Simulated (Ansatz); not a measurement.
**Straining GaN**

The calculation used DFT PBE, scalar-relativistic, plane waves, PAW (Ansatz). Run with 420 eV cutoff, 8×8×6 k-mesh, Gaussian smearing of 0.02 eV, no spin polarisation.

The relaxed crystal:

```xyz
4
Lattice="2.2742 2.2742 0.0000 -2.2742 2.2742 0.0000 0.0000 0.0000 4.5485" Properties=species:S:1:pos:R:3 pbc="T T T"
Ga    0.0000    0.0000    0.0000
Ga    0.0000    2.2742    2.2742
N     1.1371    1.1371    1.1371
N    -1.1371    1.1371    3.4114
```

Deformation: biaxial strain in the a-b plane, with the length and tilt of c and the atoms relaxed, all within the symmetry that the strain leaves. Energies are extrapolated to zero smearing. Gaps are Kohn–Sham gaps over the whole zone.

| strain (%) | ΔE (meV/atom) | a (Å) | b (Å) | c (Å) | gap (eV) |
| --- | --- | --- | --- | --- | --- |
| -4.5 | 41.3 | 3.072 | 3.072 | 4.749 | 1.66 |
| -3.0 | 17.7 | 3.120 | 3.120 | 4.685 | 1.63 |
| -1.5 | 4.3 | 3.168 | 3.168 | 4.618 | 1.59 |
| +0.0 | 0.0 | 3.216 | 3.216 | 4.548 | 1.54 |
| +1.5 | 4.0 | 3.264 | 3.264 | 4.476 | 1.36 |
| +3.0 | 15.3 | 3.313 | 3.313 | 4.402 | 1.19 |
| +4.5 | 33.3 | 3.361 | 3.361 | 4.325 | 1.04 |

(1) What stiffness (1/V) d²E/dε² at zero strain does a cubic fit over all points give?

(2) How does the free axis c answer a small strain?

(3) How fast does the gap move with strain on either side?

## Answers

(1) A cubic fit gives (1/V) d²E/dε² = 502 GPa at zero strain (twice the biaxial modulus).

(2) Between the innermost points its strain is -1.04 times the applied one.

(3) -30 meV per percent on the compressed side and -119 meV per percent on the stretched side.

This zinc-blende form isn't the usual stable structure of the compound.

Cost: 7 runs of about 1.2 core-minutes in all, on AMD EPYC 9R45 (Zen 5) (shared hosts).